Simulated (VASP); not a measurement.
Wanted: the native input for a VASP 6.6.1 run.

```yaml
Task: band structure
Functional: HSE06
Potentials_or_basis: VASP PAW PBE potentials, release 64 (Sn_d, Se)
Cutoff: 520 eV
k_mesh: 6 × 6 × 3
Occupations: gaussian, width 0.03 eV
Spin: no spin polarisation
Grid_for_exact_exchange_PRECFOCK: Fast
Screening_parameter: 0.2 1/A
Further_INCAR_settings: ALGO = Normal; EDIFF = 1e-06; NBANDS = 20
```

The system is SnSe2.

```
Sn Se
1.0
     3.84084    0.00000    0.00000
    -1.92042    3.32627    0.00000
     0.00000    0.00000    6.00733
Sn Se
1 2
Direct
  0.00000 0.00000 0.00000
  0.33333 0.66667 0.26551
  0.66667 0.33333 0.73449
```

These files were run (other wordings do the same):

POSCAR

```
SnSe2                                   
1.0
    3.8408445569     -0.0000000000      0.0000000000
   -1.9204222785      3.3262689544     -0.0000000000
   -0.0000000000      0.0000000000      6.0073285722
  Sn              Se            
     1     2
Direct
     0.0000000000000000    0.0000000000000000    0.0000000000000000
     0.3333333300000021    0.6666666699999979    0.2655066016043490
     0.6666666699999979    0.3333333300000021    0.7344933983956510
```

INCAR.step1

```
SYSTEM = SnSe2
ALGO = Normal ; EDIFF = 1E-5
ENCUT = 520 ; GGA = PE
ISIF = 2 ; ISMEAR = 0
KPAR = 4 ; LASPH = .TRUE.
LCHARG = .FALSE. ; LREAL = .FALSE.
LWAVE = .TRUE. ; NBANDS = 20
NELM = 80 ; PREC = Accurate
SIGMA = 0.03
```

INCAR.step2

```
SYSTEM = SnSe2
ALGO = Normal ; EDIFF = 1E-6
ENCUT = 520 ; GGA = PE
HFSCREEN = 0.2 ; ISIF = 2
ISMEAR = 0 ; ISTART = 1
KPAR = 4 ; LASPH = .TRUE.
LCHARG = .FALSE. ; LHFCALC = .TRUE.
LREAL = .FALSE. ; LWAVE = .FALSE.
NBANDS = 20 ; NELM = 80
PREC = Accurate ; PRECFOCK = Fast
SIGMA = 0.03
```

KPOINTS

```
k-points
0
G
  6 6 3
  0 0 0
```

KPOINTS_OPT

```
explicit points
6
Reciprocal
 0.0000000000  0.0000000000  0.0000000000 1
 0.0000000000  0.0000000000  0.5000000000 1
 0.3333333333  0.3333333333  0.5000000000 1
 0.3333333333  0.3333333333  0.0000000000 1
 0.5000000000  0.0000000000  0.5000000000 1
 0.5000000000  0.0000000000  0.0000000000 1
```

Potentials or basis: VASP PAW PBE potentials, release 64 (Sn_d, Se).

Launch:

```console
$ cat potpaw_PBE.64/Sn_d/POTCAR potpaw_PBE.64/Se/POTCAR > POTCAR
$ cp INCAR.step1 INCAR
$ mpirun -np 4 vasp_std > vasp.out
$ cp INCAR.step2 INCAR
$ mpirun -np 4 vasp_std > vasp.out
```

Results of the run:

* Pressure: -0.7 GPa
* Largest force: 0.580 eV/Å
* Band gap on the k mesh: 1.18 eV, indirect (least direct gap 1.57 eV)
* Band gap along the path: 1.35 eV, indirect (least direct gap 1.56 eV)

Caveat: the PAW data sets were made with another functional, which shifts forces and pressure a little; spin-orbit coupling is left out, which moves the levels of the heavy elements.

Wall time 12 min on 4 MPI ranks on Intel(R) Xeon(R) Platinum 8488C (Sapphire Rapids), with other jobs on the host, peak memory 0.36 GiB a rank.
